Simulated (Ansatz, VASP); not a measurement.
## Two plane-wave programs on Sb

```
Sb
1.0
     5.93814    0.00109   -0.00857
    -0.17695    6.01013    0.00555
    -2.34807   -2.62380    5.86836
Sb
6
Direct
  0.73719 0.14798 0.66122
  0.85068 0.26526 0.32810
  0.14932 0.73474 0.67190
  0.38401 0.38617 0.09990
  0.61599 0.61383 0.90010
  0.26281 0.85202 0.33878
```

Alike in both runs: functional PBE; k mesh 4 × 4 × 4; occupations gaussian, width 0.1 eV; no spin polarisation.

Ansatz relaxed the structure, and its values are those at the end. VASP's run is a single point on that final structure, the one shown.

```csv
,VASP,Ansatz
version,VASP 6.6.1,Ansatz 0.2.0
potentials or method,"VASP PAW PBE potentials, release 64 (Sb)","scalar-relativistic, plane waves, PAW"
plane-wave cutoff (eV),520,420
valence electrons in the cell,30,90
```

```csv
,VASP,Ansatz,Ansatz less VASP
gap on the k mesh at the Fermi level (eV),none,none,-
pressure (GPa),0.1,0.0,-0.07
rms of the force components (eV/Å),0.022,0.003,-0.0193
```

A gap of «none» marks a metal or a gap that the smearing closes. With one functional, cell and mesh, what is left measures potentials, basis and numerics. The two sets of potentials don't hold the same shells in valence.

The runs have no spin-orbit coupling, so splittings on Sb are missing.
